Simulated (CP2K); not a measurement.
# Cs (Im-3m) in CP2K: settings compared

The runs below take Cs through band structure, with PBEsol, LDA, r2SCAN.

Everything below comes from runs of CP2K 2026.2. Logs are shortened: lines on timing, memory, paths and dates and some standing lists are left out, and cuts for length are marked.

### 1 The crystal as given

Symmetry: Im-3m, No. 229, cubic system. The conventional cell has a = 6.257 Å, b = 6.257 Å, c = 6.257 Å, α = 90.00°, β = 90.00°, γ = 90.00°.

### 2 Band structure, PBEsol

The input, cs_bands.inp:

```
&GLOBAL
  PROJECT cs_bands
  RUN_TYPE ENERGY_FORCE
  PRINT_LEVEL LOW
&END GLOBAL
&FORCE_EVAL
  METHOD QS
  STRESS_TENSOR ANALYTICAL
  &DFT
    BASIS_SET_FILE_NAME BASIS_MOLOPT_UZH
    POTENTIAL_FILE_NAME POTENTIAL_UZH
    &MGRID
      CUTOFF 450
      REL_CUTOFF 60
      NGRIDS 4
    &END MGRID
    &QS
      METHOD GPW
      EPS_DEFAULT 1.0E-9
    &END QS
    &KPOINTS
      SCHEME MONKHORST-PACK 6 6 6
      GAMMA_CENTERED T
      SYMMETRY T
      SYMMETRY_BACKEND SPGLIB
    &END KPOINTS
    &SCF
      SCF_GUESS ATOMIC
      EPS_SCF 1.0E-6
      MAX_SCF 100
      ADDED_MOS 8
      CHOLESKY OFF
      EPS_EIGVAL 1.0E-7
      &DIAGONALIZATION ON
        ALGORITHM STANDARD
      &END DIAGONALIZATION
      &MIXING ON
        METHOD BROYDEN_MIXING
        ALPHA 0.4
        BETA 1.5
        NBUFFER 8
      &END MIXING
      &SMEAR ON
        METHOD FERMI_DIRAC
        ELECTRONIC_TEMPERATURE 580.23
      &END SMEAR
    &END SCF
    &XC
      &XC_FUNCTIONAL
        &GGA_X_PBE_SOL
        &END GGA_X_PBE_SOL
        &GGA_C_PBE_SOL
        &END GGA_C_PBE_SOL
      &END XC_FUNCTIONAL
    &END XC
    &PRINT
      &KPOINTS ON
      &END KPOINTS
      &MULLIKEN ON
      &END MULLIKEN
      &MO ON
        ENERGIES T
        OCCUPATION_NUMBERS T
        &EACH
          QS_SCF 0
        &END EACH
        ADD_LAST NUMERIC
      &END MO
      &BAND_STRUCTURE
        FILE_NAME bands.bs
        ADDED_MOS 2
        &KPOINT_SET
          UNITS B_VECTOR
          NPOINTS 6
          SPECIAL_POINT GAMMA 0.00000000 0.00000000 0.00000000
          SPECIAL_POINT H 0.50000000 -0.50000000 0.50000000
          SPECIAL_POINT N 0.00000000 0.00000000 0.50000000
          SPECIAL_POINT GAMMA 0.00000000 0.00000000 0.00000000
          SPECIAL_POINT P 0.25000000 0.25000000 0.25000000
          SPECIAL_POINT H 0.50000000 -0.50000000 0.50000000
        &END KPOINT_SET
        &KPOINT_SET
          UNITS B_VECTOR
          NPOINTS 6
          SPECIAL_POINT P 0.25000000 0.25000000 0.25000000
          SPECIAL_POINT N 0.00000000 0.00000000 0.50000000
        &END KPOINT_SET
      &END BAND_STRUCTURE
    &END PRINT
  &END DFT
  &SUBSYS
    &CELL
      A 5.4186604360 0.0000000000 0.0000000000
      B -1.8062201453 5.1087620524 0.0000000000
      C -1.8062201453 -2.5543810262 4.4243177192
      PERIODIC XYZ
    &END CELL
    &COORD
      SCALED
      Cs  0.0000000000 0.0000000000 0.0000000000
    &END COORD
    &KIND Cs
      BASIS_SET TZVP-MOLOPT-PBE-GTH-q9
      POTENTIAL GTH-PBE-q9
    &END KIND
    &PRINT
      &ATOMIC_COORDINATES ON
      &END ATOMIC_COORDINATES
      &CELL ON
      &END CELL
    &END PRINT
  &END SUBSYS
  &PRINT
    &FORCES ON
    &END FORCES
    &STRESS_TENSOR ON
    &END STRESS_TENSOR
  &END PRINT
&END FORCE_EVAL
```

Potentials or basis: POTENTIAL_UZH Cs GTH-PBE-q9; TZVP-MOLOPT-PBE-GTH basis.

Run with:

```sh
$ OMP_NUM_THREADS=1 cp2k.psmp -i cs_bands.inp -o cs_bands.out
```

cs_bands.out:

```text

 CP2K| version string:                                       CP2K version 2026.2
 CP2K| Input file name                                              cs_bands.inp

 GLOBAL| Force Environment number                                              1
 GLOBAL| Basis set file name                                    BASIS_MOLOPT_UZH
 GLOBAL| Potential file name                                       POTENTIAL_UZH
 GLOBAL| MM Potential file name                                     MM_POTENTIAL
 GLOBAL| Coordinate file name                                      __STD_INPUT__
 GLOBAL| Method name                                                        CP2K
 GLOBAL| Project name                                                   cs_bands
 GLOBAL| Run type                                                   ENERGY_FORCE
 GLOBAL| FFT library                                                       FFTW3
[... 8 lines left out ...]
 GLOBAL| CPU model name                                                  UNKNOWN

 CELL| Volume [angstrom^3]:                                           122.476825
 CELL| Vector a [angstrom]:       5.419     0.000     0.000   |a| =     5.418660
 CELL| Vector b [angstrom]:      -1.806     5.109     0.000   |b| =     5.418660
 CELL| Vector c [angstrom]:      -1.806    -2.554     4.424   |c| =     5.418660
 CELL| Angle (b,c), alpha [degree]:                                   109.471221
 CELL| Angle (a,c), beta  [degree]:                                   109.471221
 CELL| Angle (a,b), gamma [degree]:                                   109.471221
 CELL| Numerically orthorhombic:                                              NO
 CELL| Periodicity                                                           XYZ

 CELL_REF| Volume [angstrom^3]:                                       122.476825
 CELL_REF| Vector a [angstrom     5.419     0.000     0.000   |a| =     5.418660
 CELL_REF| Vector b [angstrom    -1.806     5.109     0.000   |b| =     5.418660
 CELL_REF| Vector c [angstrom    -1.806    -2.554     4.424   |c| =     5.418660
 CELL_REF| Angle (b,c), alpha [degree]:                               109.471221
 CELL_REF| Angle (a,c), beta  [degree]:                               109.471221
 CELL_REF| Angle (a,b), gamma [degree]:                               109.471221
 CELL_REF| Numerically orthorhombic:                                          NO
 CELL_REF| Periodicity                                                       XYZ
[... 9 lines left out ...]
 TOTAL NUMBERS AND MAXIMUM NUMBERS

  Total number of            - Atomic kinds:                                   1
                             - Atoms:                                          1
                             - Shell sets:                                     1
                             - Shells:                                         8
                             - Primitive Cartesian functions:                  6
                             - Cartesian basis functions:                     19
                             - Spherical basis functions:                     18

  Maximum angular momentum of- Orbital basis functions:                        2
                             - Local part of the GTH pseudopotential:          2
[... 107 lines left out ...]
 MO|      2              -0.337483              -9.183389               2.000000
 MO|      3              -0.337483              -9.183389               2.000000
 MO|      4              -0.335075              -9.117855               2.000000
 MO|      5               0.084050               2.287115               0.000000
 MO|      6               0.086506               2.353939               0.000000
 MO|      7               0.086506               2.353939               0.000000
 MO|      8               0.173018               4.708062               0.000000
 MO|      9               0.186546               5.076170               0.000000
 MO|     10               0.186546               5.076170               0.000000
 MO|     11               0.244262               6.646715               0.000000
 MO|     12               0.244262               6.646715               0.000000
 MO|     13               0.290570               7.906820               0.000000
[... 235 lines left out ...]
 MO|      2              -0.334535              -9.103160               2.000000
 MO|      3              -0.334535              -9.103160               2.000000
 MO|      4              -0.334535              -9.103160               2.000000
 MO|      5              -0.007538              -0.205107               2.000000
 MO|      6               0.146444               3.984935               0.000000
 MO|      7               0.146444               3.984935               0.000000
 MO|      8               0.146444               3.984935               0.000000
 MO|      9               0.182104               4.955289               0.000000
 MO|     10               0.182104               4.955289               0.000000
 MO|     11               0.369772              10.062002               0.000000
 MO|     12               0.369772              10.062002               0.000000
 MO|     13               0.369772              10.062002               0.000000
 MO| Sum:                                                              10.000000
 MO| E(Fermi):            0.052706 a.u.          1.434198 eV

 [... the levels of further k-points ...]

 !-----------------------------------------------------------------------------!
                     Mulliken Population Analysis

 #  Atom  Element  Kind  Atomic population                           Net charge
       1     Cs       1          9.000000                              0.000000
 # Total charge                              9.000000                  0.000000

 !-----------------------------------------------------------------------------!

 KPOINTS| Band Structure Calculation
 KPOINTS| Number of k-point sets                                               2
 KPOINTS| Number of added MOs/bands                                            2
 KPOINTS| Number of k-points in set    1                                      31
 KPOINTS| In units of b-vector [2pi/Bohr]
 KPOINTS| Special point     1       GAMMA     0.000000     0.000000     0.000000
 KPOINTS| Special point     2           H     0.500000    -0.500000     0.500000
 KPOINTS| Special point     3           N     0.000000     0.000000     0.500000
 KPOINTS| Special point     4       GAMMA     0.000000     0.000000     0.000000
 KPOINTS| Special point     5           P     0.250000     0.250000     0.250000
 KPOINTS| Special point     6           H     0.500000    -0.500000     0.500000
 KPOINTS| Number of k-points in set    2                                       7
 KPOINTS| In units of b-vector [2pi/Bohr]
 KPOINTS| Special point     1           P     0.250000     0.250000     0.250000
 KPOINTS| Special point     2           N     0.000000     0.000000     0.500000

 ENERGY| Total FORCE_EVAL ( QS ) energy [hartree]            -20.071459697526663

 FORCES| Atomic forces [hartree/bohr]
 FORCES|   Atom     x               y               z               |f|
 FORCES|      1 -2.01654687E-14 -3.88970998E-14  3.55474776E-14   5.64203303E-14
 FORCES| Sum    -2.01654687E-14 -3.88970998E-14  3.55474776E-14
 FORCES| Total atomic force                                       5.64203303E-14

 STRESS| Analytical stress tensor [bar]
 STRESS|                        x                   y                   z
 STRESS|      x       -1.90280239973E+03  -5.24006763569E-03  -9.07754320780E-03
 STRESS|      y       -5.24006763569E-03  -1.90280611619E+03  -1.28419461941E-02
 STRESS|      z       -9.07754320780E-03  -1.28419461941E-02  -1.90282093260E+03
 STRESS| 1/3 Trace                                            -1.90280981618E+03
 STRESS| Determinant                                          -6.88947533254E+09

 STRESS| Eigenvectors and eigenvalues of the analytical stress tensor [bar]
 STRESS|                        1                   2                   3
 STRESS| Eigenvalues  -1.90283205458E+03  -1.90279870006E+03  -1.90279869389E+03
 STRESS|      x           0.333244198953      0.418973696126      0.844635629025
 STRESS|      y           0.471543151475     -0.849815824956      0.235499723890
 STRESS|      z           0.816452913622      0.319803229517     -0.480760370901
```

It took 7.5 s on 1 thread of Arm Neoverse V2, shared host; peak memory 0.38 GiB.

Results:

| Quantity | Value |
| --- | --- |
| Free energy | -546.1722 eV |
| Pressure | -0.2 GPa |
| Band gap on the k mesh | none (metal or under the smearing width) |

Levels at the corners of the path, in eV from the Fermi level:
| point | band 2 | band 3 | band 4 | band 5 | band 6 | band 7 |
| --- | --- | --- | --- | --- | --- | --- |
| Γ | -10.54 | -10.54 | -10.54 | -1.64 | 2.55 | 2.55 |
| H | -10.62 | -10.62 | -10.62 | 0.85 | 0.85 | 3.04 |
| N | -10.65 | -10.58 | -10.54 | 0.05 | 0.85 | 1.77 |
| Γ | -10.54 | -10.54 | -10.54 | -1.64 | 2.55 | 2.55 |
| P | -10.59 | -10.59 | -10.59 | 1.01 | 1.01 | 1.01 |
| H | -10.62 | -10.62 | -10.62 | 0.85 | 0.85 | 3.04 |
| P | -10.59 | -10.59 | -10.59 | 1.01 | 1.01 | 1.01 |
| N | -10.65 | -10.58 | -10.54 | 0.05 | 0.85 | 1.77 |

Caveat: the potentials were made for another functional, which shifts forces and pressure; spin-orbit coupling is left out, which moves the levels of the heavy elements; the basis of atomic orbitals isn't converged, which shifts pressures, moduli and gaps.

### 3 Band structure, LDA

cs_bands.inp: that of step 2 with these lines changed.

```diff
@@ -10,3 +10,3 @@
     BASIS_SET_FILE_NAME BASIS_MOLOPT_UZH
-    POTENTIAL_FILE_NAME POTENTIAL_UZH
+    POTENTIAL_FILE_NAME GTH_POTENTIALS
     &MGRID
@@ -44,3 +44,3 @@
         METHOD FERMI_DIRAC
-        ELECTRONIC_TEMPERATURE 580.23
+        ELECTRONIC_TEMPERATURE [K] 116.045
       &END SMEAR
@@ -49,6 +49,6 @@
       &XC_FUNCTIONAL
-        &GGA_X_PBE_SOL
-        &END GGA_X_PBE_SOL
-        &GGA_C_PBE_SOL
-        &END GGA_C_PBE_SOL
+        &LDA_X
+        &END LDA_X
+        &LDA_C_PW
+        &END LDA_C_PW
       &END XC_FUNCTIONAL
@@ -70,3 +70,3 @@
         FILE_NAME bands.bs
-        ADDED_MOS 2
+        ADDED_MOS 6
         &KPOINT_SET
@@ -103,3 +103,3 @@
       BASIS_SET TZVP-MOLOPT-PBE-GTH-q9
-      POTENTIAL GTH-PBE-q9
+      POTENTIAL GTH-PADE-q9
     &END KIND
```

Potentials or basis: GTH_POTENTIALS Cs GTH-PADE-q9; TZVP-MOLOPT-PBE-GTH basis.

Run with:

```sh
$ OMP_NUM_THREADS=1 cp2k.psmp -i cs_bands.inp -o cs_bands.out
```

Run time: 6.6 s. Hardware: 1 thread of Arm Neoverse V2, shared host; peak memory 0.36 GiB.

It converged, with:

| Item | Value |
| --- | --- |
| Free energy | -550.3360 eV |
| Pressure | -0.4 GPa |
| Band gap on the k mesh | none (metal or under the smearing width) |

Levels at the corners of the path, in eV from the Fermi level:
```
point  band 1  band 2  band 3  band 4  band 5  band 6  band 7  band 8  band 9
    Γ  -24.13  -10.71  -10.71  -10.71   -1.65    2.46    2.46    2.46    3.42
    H  -24.12  -10.79  -10.79  -10.79    0.83    0.83    2.99    2.99    2.99
    N  -24.12  -10.82  -10.75  -10.71    0.03    0.87    1.71    3.14    3.69
    Γ  -24.13  -10.71  -10.71  -10.71   -1.65    2.46    2.46    2.46    3.42
    P  -24.12  -10.76  -10.76  -10.76    1.00    1.00    1.00    2.07    3.74
    H  -24.12  -10.79  -10.79  -10.79    0.83    0.83    2.99    2.99    2.99
    P  -24.12  -10.76  -10.76  -10.76    1.00    1.00    1.00    2.07    3.74
    N  -24.12  -10.82  -10.75  -10.71    0.03    0.87    1.71    3.14    3.69
```

Caveat: spin-orbit coupling is left out, which moves the levels of the heavy elements; the basis of atomic orbitals isn't converged, which shifts pressures, moduli and gaps.

### 4 Band structure, r2SCAN

cs_bands.inp: that of step 3 with these lines changed.

```diff
@@ -10,5 +10,5 @@
     BASIS_SET_FILE_NAME BASIS_MOLOPT_UZH
-    POTENTIAL_FILE_NAME GTH_POTENTIALS
+    POTENTIAL_FILE_NAME POTENTIAL_UZH
     &MGRID
-      CUTOFF 450
+      CUTOFF 675
       REL_CUTOFF 60
@@ -44,3 +44,3 @@
         METHOD FERMI_DIRAC
-        ELECTRONIC_TEMPERATURE [K] 116.045
+        ELECTRONIC_TEMPERATURE [K] 580.226
       &END SMEAR
@@ -49,6 +49,6 @@
       &XC_FUNCTIONAL
-        &LDA_X
-        &END LDA_X
-        &LDA_C_PW
-        &END LDA_C_PW
+        &MGGA_X_R2SCAN
+        &END MGGA_X_R2SCAN
+        &MGGA_C_R2SCAN
+        &END MGGA_C_R2SCAN
       &END XC_FUNCTIONAL
@@ -73,3 +73,3 @@
           UNITS B_VECTOR
-          NPOINTS 6
+          NPOINTS 8
           SPECIAL_POINT GAMMA 0.00000000 0.00000000 0.00000000
@@ -83,3 +83,3 @@
           UNITS B_VECTOR
-          NPOINTS 6
+          NPOINTS 8
           SPECIAL_POINT P 0.25000000 0.25000000 0.25000000
@@ -98,3 +98,2 @@
     &COORD
-      SCALED
       Cs  0.0000000000 0.0000000000 0.0000000000
@@ -102,4 +101,4 @@
     &KIND Cs
-      BASIS_SET TZVP-MOLOPT-PBE-GTH-q9
-      POTENTIAL GTH-PADE-q9
+      BASIS_SET TZVP-MOLOPT-SCAN-GTH-q9
+      POTENTIAL GTH-SCAN-q9
     &END KIND
```

Potentials or basis: POTENTIAL_UZH Cs GTH-SCAN-q9; TZVP-MOLOPT-SCAN-GTH basis.

Run with:

```sh
$ OMP_NUM_THREADS=1 cp2k.psmp -i cs_bands.inp -o cs_bands.out
```

Run time: 34 s. Hardware: 1 thread of Arm Neoverse V2, shared host; peak memory 0.63 GiB.

Results (log left out):

- Free energy: -547.7376 eV
- Pressure: 0.0 GPa
- Band gap on the k mesh: none (metal or under the smearing width)

Levels at the corners of the path, in eV from the Fermi level:
| point | band 1 | band 2 | band 3 | band 4 | band 5 | band 6 | band 7 | band 8 |
| --- | --- | --- | --- | --- | --- | --- | --- | --- |
| Γ | -24.85 | -11.25 | -11.25 | -11.25 | -1.77 | 2.99 | 2.99 | 2.99 |
| H | -24.84 | -11.33 | -11.33 | -11.33 | 1.15 | 1.15 | 3.21 | 3.21 |
| N | -24.85 | -11.37 | -11.29 | -11.25 | 0.13 | 0.73 | 2.18 | 3.77 |
| Γ | -24.85 | -11.25 | -11.25 | -11.25 | -1.77 | 2.99 | 2.99 | 2.99 |
| P | -24.85 | -11.31 | -11.31 | -11.31 | 1.00 | 1.00 | 1.00 | 2.78 |
| H | -24.84 | -11.33 | -11.33 | -11.33 | 1.15 | 1.15 | 3.21 | 3.21 |
| P | -24.85 | -11.31 | -11.31 | -11.31 | 1.00 | 1.00 | 1.00 | 2.78 |
| N | -24.85 | -11.37 | -11.29 | -11.25 | 0.13 | 0.73 | 2.18 | 3.77 |

Caveat: spin-orbit coupling is left out, which moves the levels of the heavy elements; the basis of atomic orbitals isn't converged, which shifts pressures, moduli and gaps.

### 5 The runs side by side

```csv
level,potentials or basis,smearing,basis sets,potentials,points a segment of the path (NPOINTS),bands added on the path,CUTOFF of the grids,gap on the mesh (eV),pressure (GPa)
PBEsol,POTENTIAL_UZH Cs GTH-PBE-q9; TZVP-MOLOPT-PBE-GTH basis,fermi-dirac 0.05 eV,Cs TZVP-MOLOPT-PBE-GTH-q9,Cs GTH-PBE-q9 of POTENTIAL_UZH,6,2,450 Ry,none,-0.2
LDA,GTH_POTENTIALS Cs GTH-PADE-q9; TZVP-MOLOPT-PBE-GTH basis,fermi-dirac 0.01 eV,Cs TZVP-MOLOPT-PBE-GTH-q9,Cs GTH-PADE-q9 of GTH_POTENTIALS,6,6,450 Ry,none,-0.4
r2SCAN,POTENTIAL_UZH Cs GTH-SCAN-q9; TZVP-MOLOPT-SCAN-GTH basis,fermi-dirac 0.05 eV,Cs TZVP-MOLOPT-SCAN-GTH-q9,Cs GTH-SCAN-q9 of POTENTIAL_UZH,8,6,675 Ry,none,0.0
```

Alike in all rows: task band structure; no spin polarisation; cell as given; k mesh 6 × 6 × 6.

Caveats: spin-orbit coupling is left out, which moves the levels of the heavy elements; the basis of atomic orbitals isn't converged, which shifts pressures, moduli and gaps; the potentials were made for another functional, which shifts forces and pressure (some runs).

Absolute energies hang on the potentials; compare differences alone.
